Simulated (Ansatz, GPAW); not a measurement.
**Li: 3 runs at one level of theory**

```
Li
1.0
    -1.75465    1.75465    1.75465
     1.75465   -1.75465    1.75465
     1.75465    1.75465   -1.75465
Li
1
Direct
  0.00000 0.00000 0.00000
```

Alike in all runs: task single point; functional PBE; k mesh 11 × 11 × 11; occupations gaussian, width 0.012 eV; no spin polarisation; no spin-orbit coupling. Pressure is positive in compression and, in plane waves, holds the error of the finite cutoff, which Ansatz's Pulay term estimates and takes out.

| program and potentials | plane-wave cutoff (eV) | notes | pressure (GPa) |
| --- | --- | --- | --- |
| Ansatz, Ansatz PAW | 420 | 3 valence electrons an atom on average | -0.81 |
| GPAW, GPAW PAW data sets (gpaw-data 1.2.1) | 800 | 1 valence electrons an atom on average | -0.79 |
| Ansatz, all-electron LAPW, scalar-relativistic | - | - | -0.80 |

The pressure spans -0.81 (Ansatz, Ansatz PAW) to -0.79 GPa (GPAW, GPAW PAW data sets (gpaw-data 1.2.1)), with all-electron results at -0.80.

The functional is the same throughout but for its coding, so the spread measures potentials, basis and numerics; runs on potential files found faulty are left out.
